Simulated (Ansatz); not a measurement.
Input and command of a plane-wave DFT calculation in Ansatz:

```yaml
crystal:
  lattice:
    - [3.8019754738, 0.0, 0.0]
    - [-1.9009877369, 3.2926073448, 0.0]
    - [0.0, 0.0, 6.2891202194]
  atoms:
    - { symbol: Si, position: [0.3333333333, 0.6666666667, 0.0487228649] }
    - { symbol: Si, position: [0.6666666667, 0.3333333333, 0.5630332926] }
    - { symbol: Si, position: [0.3333333333, 0.6666666667, 0.4369667074] }
    - { symbol: Si, position: [0.6666666667, 0.3333333333, 0.9369667074] }
basis:
  ecutwfc: 420
kpoints:
  mp_grid: { grid: [12, 12, 6] }
hamiltonian:
  xc: lda
scf:
  occupations: { method: gaussian, width: 0.03 }
output:
  forces: true
  stress: true
  eigenvalues: true
```

```bash
ansatz run input.yaml --threads 1 --pin off --max-ram 2560MiB --backend cpu --events-out ev --progress --plain --runs-dir out
```

Processor: Intel(R) Xeon(R) Platinum 8375C CPU @ 2.90GHz (Ice Lake), 1 thread, on a host shared with other jobs.

Problem. Estimate time, memory and problem size.

Solution. About 8.4 s on 1 thread of Intel(R) Xeon(R) Platinum 8375C CPU @ 2.90GHz (Ice Lake), with other jobs on the host, peak memory 0.43 GiB. It solves 12 bands at 100 k points (the mesh reduced by symmetry) with about 1521 plane waves, in 6 SCF iterations.
